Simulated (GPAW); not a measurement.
CuCl2:

```
CELL_PARAMETERS angstrom
4.52065 0.00000 0.00000
0.00000 4.52065 0.00000
0.00000 0.00000 4.31771
ATOMIC_POSITIONS crystal
Cu 0.00000 0.00000 0.00000
Cl 0.00000 0.50000 0.00000
Cl 0.50000 0.00000 0.00000
```

Measurements of this composition are mostly on another form, of space group No. 12.

| Property | Result |
| --- | --- |
| Program | GPAW 26.7.0 |
| Task | relaxation of cell and atoms |
| Functional | PBEsol |
| Dispersion | D3 |
| Potentials or basis | PAW data sets generated in the run's folder for this functional |
| Cutoff | 600 eV |
| Basis | pw |
| k mesh | 5 × 5 × 5 |
| Occupations | fermi-dirac, width 0.05 eV |
| Spin | no spin polarisation |

At the start: pressure -1.9 GPa; volume 29.41 Å³/atom.

Q: Where does the relaxation end?

A: Over 11 steps the energy falls by 23.4 meV/atom and the volume is 23.97 Å³/atom (-18.5 %); space group P4/mmm (No. 123, to 0.05 Å).

Step by step:
| step | energy change (eV) | largest force (eV/Å) | pressure (GPa) | volume (Å³) |
| --- | --- | --- | --- | --- |
| 1 | 0.0000 | 0.0000 | -1.90 | 88.24 |
| 2 | -0.0056 | 0.0000 | -1.69 | 87.80 |
| 3 | -0.0222 | 0.0000 | -0.07 | 84.79 |
| 4 | -0.0227 | 0.0000 | -0.19 | 84.91 |
| 5 | -0.0240 | 0.0000 | -0.41 | 84.95 |
| 6 | -0.0271 | 0.0000 | -0.78 | 84.47 |
| 7 | -0.0346 | 0.0000 | -1.42 | 82.30 |
| 8 | -0.0447 | 0.0000 | -2.07 | 77.79 |
| 9 | -0.0518 | 0.0000 | -1.85 | 73.78 |
| 10 | -0.0670 | 0.0000 | -0.70 | 72.19 |
| 11 | -0.0701 | 0.0000 | 0.04 | 71.90 |

Final structure:
```
Cu Cl
1.0
     4.44642    0.00000    0.00000
     0.00000    4.44642    0.00000
     0.00000    0.00000    3.63664
Cu Cl
1 2
Direct
  0.00000 0.00000 0.00000
  0.00000 0.50000 0.00000
  0.50000 0.00000 0.00000
```

Caveat: with this Cu data set, volumes or pressures lay over 1.5 % or 2 GPa off other programs in two to four cells of ten; later steps reuse the first step's grids; the volume moved by over 15 % at a fixed basis, so the end points are rough; an odd number of electrons without spin polarisation forces a metal; a magnetic or distorted state may lie lower; the run has no spin polarisation, though such a crystal can be magnetic.
